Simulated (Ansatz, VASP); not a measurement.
## MgO in VASP and in Ansatz

INCAR

```
  ALGO = Normal
  EDIFF = 1E-7
  ENCUT = 520
  GGA = PE
  ISIF = 2
  ISMEAR = -1
  LASPH = T
  LCHARG = T
  LELF = T
  LREAL = F
  LVHAR = T
  LWAVE = F
  NBANDS = 11
  NELM = 100
  PREC = Accurate
  SIGMA = 0.05
```

The input KPOINTS:

```
k-points
0
Gamma
  10 10 10
```

POSCAR

```
MgO
1.0
    0.0000000000      2.3513903066      2.3513903066
    2.3513903066      0.0000000000      2.3513903066
    2.3513903066      2.3513903066      0.0000000000
Mg O
1 1
Direct
    0.5000000000      0.5000000000      0.5000000000
    0.7500000000      0.7500000000      0.7500000000
```

input.yaml

```yaml
crystal:
  lattice:
    - [0.0, 2.3513903066, 2.3513903066]
    - [2.3513903066, 0.0, 2.3513903066]
    - [2.3513903066, 2.3513903066, 0.0]
  atoms:
    - { symbol: Mg, position: [0.5, 0.5, 0.5] }
    - { symbol: O, position: [0.75, 0.75, 0.75] }
hamiltonian:
  xc: pbe
  pseudopotentials: { kind: paw }
kpoints:
  mp_grid: { grid: [10, 10, 10] }
scf:
  occupations: { method: fermi_dirac, width: 0.05 }
output:
  forces: true
  stress: true
  eigenvalues: true
  write_density: true
  write_potential: true
  elf: true
  volumetric_format: npy
```

The cell was built by a generator and needn't be a form met in nature.

Alike in both runs: task single point; functional PBE; k mesh 10 × 10 × 10; occupations fermi-dirac, width 0.05 eV; no spin polarisation.

```csv
,VASP,Ansatz
version,VASP 6.6.1,Ansatz 0.2.0
potentials or method,"VASP PAW PBE potentials, release 64 (Mg, O)",Ansatz PAW
plane-wave cutoff (eV),520,420
valence electrons in the cell,8,16
```

Ansatz gave:

- gap on the k mesh at the Fermi level (eV): 3.17
- least direct gap on the mesh (eV): 3.17
- pressure (GPa): -5.9

Problem. What did VASP give for the same quantities?

Solution. gap on the k mesh at the Fermi level (eV): 3.15; least direct gap on the mesh (eV): 3.15; pressure (GPa): -6.3.

With one functional, cell and mesh, what is left measures potentials, basis and numerics. The two sets of potentials don't hold the same shells in valence.

Caveats: the pressure holds a Pulay correction of +0.4 GPa for the finite cutoff (Ansatz). Expect the measured gap to be larger: semilocal functionals such as PBE lack the derivative discontinuity.
